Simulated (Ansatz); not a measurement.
Crystal: Pb.

```
Pb
1.0
    -1.97966    1.97966    1.97966
     1.97966   -1.97966    1.97966
     1.97966    1.97966   -1.97966
Pb
1
Direct
  0.00000 0.00000 0.00000
```

This isn't the form of Pb at room conditions, which is fcc.

Base run:

* Program: Ansatz 0.2.0
* Functional: PBEsol
* Potentials or basis: all-electron LAPW, relativistic spinors
* Cutoff: 163 eV
* Density cutoff: 651 eV
* Basis error allowed: 0.001 eV/atom
* k mesh: 7 × 7 × 7
* Occupations: fermi-dirac, width 0.05 eV
* Spin: spin-orbit coupling, no magnetisation

Its results: pressure -1.6 GPa.

Q: The run is repeated on the same cell with these changes: potentials or basis from all-electron LAPW, relativistic spinors to all-electron LAPW, scalar-relativistic; spin from spin-orbit coupling, no magnetisation to no spin polarisation. What comes out?

A: Pressure -2.2 GPa.

Caveats: the k mesh is thin for a metal, which can move the energy by tens of meV per atom.

Not every run made on this cell is shown here.
